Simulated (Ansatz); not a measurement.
All numbers below come from Ansatz, DFT PBE, scalar-relativistic, plane waves, PAW. Settings: cutoff 420 eV, Γ-centred meshes spaced at most about 0.3 Å⁻¹, and about 0.25 Å⁻¹ or finer for metals (2π included), Gaussian smearing. No spin polarisation in the final relaxations.

These are static total energies at zero pressure. All come from trial cells, and lower structures may exist.

Question: These unrelaxed guesses for InGa₂P₃ are each relaxed within their symmetry. Order them by the energy at which they end, lowest first.
A.

```
In Ga P
1.0
     3.86741    0.00000    0.00000
    -1.93370    3.34927    0.00000
     0.00000    0.00000    9.47317
In Ga P
1 2 3
Direct
  0.33333 0.66667 0.66667
  0.00000 0.00000 0.00000
  0.66667 0.33333 0.33333
  0.00000 0.00000 0.75000
  0.33333 0.66667 0.41667
  0.66667 0.33333 0.08333
```

B.

```
In Ga P
1.0
    -1.93370    1.93370    8.20401
     1.93370   -1.93370    8.20401
     1.93370    1.93370   -8.20401
In Ga P
1 2 3
Direct
  0.00000 0.00000 0.00000
  0.66667 0.66667 0.00000
  0.33333 0.33333 0.00000
  0.16667 0.16667 0.00000
  0.83333 0.83333 0.00000
  0.50000 0.50000 0.00000
```

C.

```
In Ga P
1.0
     3.86741    0.00000    0.00000
    -1.93370    3.34927    0.00000
     0.00000    0.00000    9.47317
In Ga P
1 2 3
Cartesian
  0.0000 0.0000 0.0000
  0.0000 2.2328 6.3154
  1.9337 1.1164 3.1577
  0.0000 0.0000 4.7366
  0.0000 2.2328 1.5789
  1.9337 1.1164 7.8943
```

Answer: A (ends in P3m1, 0 meV/atom), C (ends in P-3m1, 0.34 eV/atom), B (ends in I4/mmm, 0.36 eV/atom).

Cells relaxed within their symmetry can be saddle points. Some candidate types were left out of the draw beforehand, so a known form may be missing.
